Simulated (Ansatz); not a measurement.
# AlP: the cost of one run

Program: Ansatz 0.2.0. Level of theory: DFT r2SCAN, scalar-relativistic, plane waves, PAW. These are calculated values, not measurements.

The COD entry's cell or inner coordinates are ideal or old and differ from later refinements, so a difference from it is no clean test against experiment.

### Step 1. The starting structure

Symmetry: F-43m, No. 216, cubic system. The conventional cell has a = 5.479 Å, b = 5.479 Å, c = 5.479 Å, α = 90.00°, β = 90.00°, γ = 90.00°. Al (site symmetry -43m) is surrounded by 4 P at 2.37 Å. Around P (site symmetry -43m) lie 4 Al at 2.37 Å.

As a file:

```cif
data_structure
_symmetry_space_group_name_H-M 'F-43m'
_symmetry_Int_Tables_number 216
_cell_length_a 5.4785
_cell_length_b 5.4785
_cell_length_c 5.4785
_cell_angle_alpha 90.000
_cell_angle_beta 90.000
_cell_angle_gamma 90.000
_cell_volume 164.43
loop_
_atom_site_label
_atom_site_type_symbol
_atom_site_symmetry_multiplicity
_atom_site_Wyckoff_symbol
_atom_site_fract_x
_atom_site_fract_y
_atom_site_fract_z
_atom_site_occupancy
Al1 Al 4 a 0.00000 0.00000 0.00000 1
P1 P 4 c 0.25000 0.25000 0.25000 1
```

This cell was relaxed beforehand with the same method: volume 20.55 Å³/atom, gap on the mesh 1.93 eV.

### Step 2. The slab

Miller indices refer to the conventional cell of the relaxed bulk, F-43m (No. 216): a = 5.479 Å, b = 5.479 Å, c = 5.479 Å, α = 90.00°, β = 90.00°, γ = 90.00°.

A (111) slab, 7.1 Å thick as cut, with 17 Å of vacuum; its outer planes are Al (top) and P (bottom).

The slab as cut. Its planes from the bottom up:

```csv
plane,atoms per cell,height over the lowest (Å)
1,P,0.00
2,Al,0.79
3,P,3.16
4,Al,3.95
5,P,6.33
6,Al,7.12
```

### Step 3. Relaxing the clean slab

input.yaml

```yaml
crystal:
  lattice:
    - [3.8738995432, 0.0, 0.0]
    - [-1.9369497716, 3.3548954161, 0.0]
    - [0.0, 0.0, 24.1168078968]
  atoms:
    - { symbol: P, position: [0.0, 0.0, 0.3524512878] }
    - { symbol: Al, position: [0.3333333333, 0.6666666667, 0.3852398905] }
    - { symbol: P, position: [0.3333333333, 0.6666666667, 0.4836056986] }
    - { symbol: Al, position: [0.6666666667, 0.3333333333, 0.5163943014] }
    - { symbol: P, position: [0.6666666667, 0.3333333333, 0.6147601095] }
    - { symbol: Al, position: [0.0, 0.0, 0.6475487122] }
basis:
  ecutwfc: 500
kpoints:
  mp_grid: { grid: [9, 9, 1] }
hamiltonian:
  xc: r2scan
scf:
  occupations: { method: gaussian, width: 0.05 }
output:
  forces: true
  eigenvalues: true
  write_density: true
  write_potential: true
  elf: true
  volumetric_format: npy
relax:
  adjacent_minimum: "off"
  f_tol: 0.03
  max_steps: 70
  constraints: [{ sites: [0, 1, 2] }]
efield:
  axis: 3
  dipole_correction: true
  ramp_width: 0.04
```

Command:

```console
> ansatz run input.yaml --threads 4 --pin off --max-ram 10240MiB --backend cpu --events-out ev --progress --plain --runs-dir out
```

What time and memory should one allow on 4 threads of Intel Xeon at 2.70GHz, shared host?

About 29 s, with a peak of 1.3 GiB.
